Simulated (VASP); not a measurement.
A run of VASP 6.6.1:

The input INCAR:

```
SYSTEM = MgO
PREC = Accurate ; ENCUT = 600
EDIFF = 1E-7 ; ISMEAR = 0
SIGMA = 0.02 ; LREAL = .False.
LASPH = .True. ; NELM = 60
ALGO = Normal ; ISIF = 3
LWAVE = .False. ; LCHARG = .False.
GGA = PS ; IBRION = 2
NSW = 90 ; EDIFFG = -0.005
```

File KPOINTS:

```
Automatic mesh
0
Gamma
  9 9 6
  0 0 0
```

The input POSCAR:

```
MgO
1.0
    3.3077869900      0.0000000000      0.0000000000
   -1.6538934900      2.8646275600      0.0000000000
    0.0000000000      0.0000000000      4.9828816700
Mg O
2 2
Direct
    0.3333333300      0.6666666700      0.0021597400
    0.6666666700      0.3333333300      0.5021597400
    0.3333333300      0.6666666700      0.4024402600
    0.6666666700      0.3333333300      0.9024402600
```

Potentials or basis: VASP PAW PBE potentials, release 64 (Mg, O).

The run is started by

```sh
$ cat potpaw_PBE.64/Mg/POTCAR potpaw_PBE.64/O/POTCAR > POTCAR
$ mpirun -np 1 vasp_std > vasp.out
```

Hardware: 1 thread of Intel(R) Xeon(R) 6975P-C (Granite Rapids) (shared host).

Question: Estimate the wall time of this run.

Answer: Run time: 69 s on 1 thread of Intel(R) Xeon(R) 6975P-C (Granite Rapids) (shared host), peak memory 0.2 GiB. Counts: scf iterations 61, k points 48, ion steps 10.
